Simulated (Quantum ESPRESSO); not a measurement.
Runs of Quantum ESPRESSO 7.5 on Zr. The cell holds a slab with vacuum, 5 atoms: a = 3.189 Å, b = 3.189 Å, c = 25.415 Å, α = 90.00°, β = 90.00°, γ = 120.00°. The slab is cut from a database's or a generator's crystal, which needn't be the stable form of the element.

```tsv
k mesh	mesh quality	gap on the mesh (eV)	largest force (eV/Å)	work function (eV)
6 × 6 × 1	coarse	none	0.35	(b)
10 × 10 × 1	not flagged	none	0.43	(a)
12 × 12 × 1	not flagged	none	(c)	4.28
8 × 8 × 1	not flagged	none	0.51	4.21
```

Alike in all rows: task work function; level PBE; potentials or basis PseudoDojo 0.4.1 SR PBE standard; no spin polarisation; cell as given; cutoff (eV) 898; smearing fermi-dirac 0.05 eV.

Q: Fill in the values left out.

A: (a) 4.27; (b) 4.31; (c) 0.45.

Caveats: some runs use coarse meshes.

A k mesh can miss the band edges, and the runs leave out spin-orbit coupling on Zr.

A gap of «none» marks a metal or a gap under the smearing width.
